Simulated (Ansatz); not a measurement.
Where the states of BP lie

```
CELL_PARAMETERS angstrom
3.00957 0.00000 0.00000
-1.50479 2.60637 0.00000
0.00000 0.00000 2.66180
ATOMIC_POSITIONS crystal
B 0.00000 0.00000 0.00000
P 0.33333 0.66667 0.50000
```

The conventional cell has a = 3.010 Å, b = 3.010 Å, c = 2.662 Å, α = 90.00°, β = 90.00°, γ = 120.00°. B (atom 1) has 6 P at 2.19 Å as nearest neighbours. P (atom 2) has 6 B at 2.19 Å as nearest neighbours.

The structure comes from a relaxation in the same program, started in the WC type, and has space group P-6m2. Whether it is a known phase or the ground state wasn't checked.

Level of theory: Ansatz 0.2.0, DFT, PBE, all-electron LAPW, scalar-relativistic.

Numerical set-up: a Γ-centred 13×13×11 k mesh, Fermi–Dirac smearing of 0.08 eV, basis error target 0.5 meV/atom, no spin polarisation.

States per eV and cell, averaged over 0.4 eV, from -13.0 to 3.2 eV, with energies (bin centres) from the Fermi level; empty bins are left out. 

```
E (eV)  total
 -12.9   0.51
 -12.5   0.46
 -12.1   0.38
 -11.7   0.31
 -11.3   0.26
 -10.9   0.22
 -10.5   0.22
 -10.1   0.31
  -9.7   0.48
  -9.3   0.50
  -8.9   0.46
  -8.5   0.45
  -8.1   0.46
  -7.7   0.61
  -7.3   0.65
  -6.9   0.48
  -6.5   0.41
  -6.1   0.46
  -5.7   0.55
  -5.3   0.62
  -4.9   0.56
  -4.5   0.61
  -4.1   0.73
  -3.7   0.73
  -3.3   0.81
  -2.9   0.76
  -2.5   0.69
  -2.1   0.72
  -1.7   0.72
  -1.3   0.76
  -0.9   0.74
  -0.5   0.70
  -0.1   0.65
   0.3   0.61
   0.7   0.56
   1.1   0.55
   1.5   0.59
   1.9   0.66
   2.3   0.69
   2.7   0.68
   3.1   0.74
```
